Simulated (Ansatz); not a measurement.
## GaN: a prediction, then the measurements

Method: DFT PBE, scalar-relativistic, plane waves, PAW in Ansatz.

Settings: cutoff 420 eV, Γ-centred mesh 12×12×2 on the computed 12-atom cell, Gaussian smearing of 0.02 eV; no spin polarisation.

Relaxed structure:

Space group P6_3mc (No. 186). a = 3.217 Å, b = 3.217 Å, c = 15.748 Å, α = 90.00°, β = 90.00°, γ = 120.00°
```json
{"atom": "Ga", "site": "2a", "symmetry": "3m.", "x": "0.0000", "y": "0.0000", "z": "0.1875"}
{"atom": "Ga", "site": "2b", "symmetry": "3m.", "x": "0.3333", "y": "0.6667", "z": "0.5207"}
{"atom": "Ga", "site": "2b", "symmetry": "3m.", "x": "0.3333", "y": "0.6667", "z": "0.8540"}
{"atom": "N", "site": "2a", "symmetry": "3m.", "x": "0.0000", "y": "0.0000", "z": "0.3126"}
{"atom": "N", "site": "2b", "symmetry": "3m.", "x": "0.3333", "y": "0.6667", "z": "0.9792"}
{"atom": "N", "site": "2b", "symmetry": "3m.", "x": "0.3333", "y": "0.6667", "z": "0.6459"}
```

```json
{
 "Space group": "P6_3mc (No. 186)",
 "Volume per atom": "11.76 Å³",
 "Formation energy from the elements' standard states (uncorrected)": "-0.439 eV/atom",
 "Kohn–Sham band gap": "1.59 eV, direct at Γ",
 "Orbital (Löwdin) character of the top 1 eV of the valence band": "N 2p 87 %, Ga 4p 8 %",
 "Orbital (Löwdin) character of the lowest 1 eV of the conduction band": "N 2s 36 %, Ga 4s 35 %, N 2p 19 %, Ga 4p 8 %",
 "Electron masses at the edge by direction of the standard setting (m_e; one valley, along these axes only; no spin-orbit coupling)": "x: 0.15; y: 0.15; z: 0.14",
 "Hole masses at the edge by direction of the standard setting (m_e; one valley, along these axes only; no spin-orbit coupling)": "x: 2.3, 0.15, 1.1; y: 2.3, 0.15, 1.1; z: 2.1, 2.1, 0.13"
}
```

**Against measurements.**

Against the measured lattice constant a of GaN, 3.189 Å (300 K; a printed reference work (monograph)), the calculated 3.217 Å is off by +0.9 %. The calculation is for 0 K without zero-point motion. Measured band gap of GaN: 3.5 eV (0 K; a printed reference work (textbook)). This calculation gives 1.59 eV (-1.91 eV). Kohn–Sham gaps of semilocal functionals fall short of measured ones as a rule.

It was reached by relaxing an invented guess, and it needn't be the stable form of this composition. Löwdin shares on free-atom orbitals overweight diffuse shells in the empty bands.
